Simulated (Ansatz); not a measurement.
# Cs (diamond type): a single-point run

Wanted: a converged single-point run for Cs (diamond type), and a check of what comes out. The structure is shown as the input types it.

Computed with Ansatz 0.2.0 (DFT, PBE, all-electron PAW with datasets made for the crystal, scalar-relativistic, unless a step's input says otherwise).

1 further run of the same task is left out (it didn't finish).

### Step 1. The system as given

Symmetry: Fd-3m, No. 227, cubic system. The conventional cell has a = 11.430 Å, b = 11.430 Å, c = 11.430 Å, α = 90.00°, β = 90.00°, γ = 90.00°.

Coordinates:

```
CELL_PARAMETERS angstrom
0.00000 5.71484 5.71484
5.71484 0.00000 5.71484
5.71484 5.71484 0.00000
ATOMIC_POSITIONS crystal
Cs 0.87500 0.87500 0.87500
Cs 0.12500 0.12500 0.12500
```

### Step 2. The run

Contents of input.yaml:

```yaml
crystal:
  lattice:
    - [0.0, 5.7148403267, 5.7148403267]
    - [5.7148403267, 0.0, 5.7148403267]
    - [5.7148403267, 5.7148403267, 0.0]
  atoms:
    - { symbol: Cs, position: [-0.125, -0.125, -0.125] }
    - { symbol: Cs, position: [0.125, 0.125, 0.125] }
kpoints:
  mp_grid: { grid: [6, 6, 6] }
scf:
  occupations: { method: fixed }
  max_iter: 50
hamiltonian:
  xc: pbe
  pseudopotentials: { kind: all_electron, datasets: crystal }
output:
  forces: true
  stress: true
  eigenvalues: true
```

On the command line:

```bash
ansatz run input.yaml --threads 1 --pin off --max-ram 2048MiB --backend cpu --events-out ev --progress --plain --runs-dir out
```

Q: Will this input give a usable result? If not, why, and what should change?

This run ends as converged, with warnings (band overlap at count, crystal datasets made, metallic iterate). Its log warns: «a fill by count may have filled part of one level: at k-index 12 the highest filled band, 1.362324 eV, and the lowest empty band, 1.362324 eV, stand 0.000e0 eV apart ...»

Look at the input: scf.occupations.method is fixed; scf.occupations.width is missing. What could go wrong: fixed occupations where they can't hold. It still converged here, which does not make the setting sound.

The test: set scf.occupations.method to fermi_dirac and scf.occupations.width to 0.08.
